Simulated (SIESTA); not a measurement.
## BP under changes of volume

One of the cells (11.682 Å³/atom); the others are scaled copies at fixed shape and fractional positions:

```
CELL_PARAMETERS angstrom
0.00000 2.26900 2.26900
2.26900 0.00000 2.26900
2.26900 2.26900 0.00000
ATOMIC_POSITIONS crystal
P 0.75000 0.75000 0.75000
B 0.00000 0.00000 0.00000
```

- Program: SIESTA 5.4.2
- Functional: BLYP
- Potentials or basis: PseudoDojo 0.4 standard (PBE files)
- Basis: DZP (energy shift 0.003 Ry)
- Grid cutoff: 500 Ry
- Energy shift: 0.003 Ry
- k mesh: 10 × 10 × 10
- Occupations: fermi-dirac, width 0.05 eV
- Spin: no spin polarisation

```tsv
volume (Å³/atom)	energy over the lowest point (meV/atom)	pressure (GPa)	gap on the mesh (eV)
10.981	?	?	?
11.214	68.05	18.7	1.50
11.448	43.90	14.5	1.52
11.682	25.49	10.8	1.54
11.915	12.29	7.4	1.56
12.149	3.94	4.2	1.58
12.383	0.00	1.3	1.59
```

What does the run at 10.981 Å³/atom give?

Energy over the lowest point 98.49 meV/atom; pressure 23.2 GPa; gap on the mesh 1.49 eV.

Worked out: A Birch-Murnaghan fit of order 3 (a polynomial in V^(-2/3)) to the other rows has its minimum at 12.49 Å³/atom, just outside them, with B0 = V·E''(V) = 145 GPa and B' = 3.3. It gives 98.22 meV/atom at 10.981 Å³/atom, against the run's 98.49, and -dE/dV = 23.0 GPa, against 23.2. A straight line through the other rows of the gap, of slope 0.938 eV per unit of ln V, extrapolates to 1.48 eV, against the run's 1.49.

Energies are extrapolated to zero smearing.

Caveats: the potentials were made for another functional, which shifts forces and pressure; the basis of atomic orbitals isn't converged, which shifts pressures, moduli and gaps.

A mesh can miss the band edges.
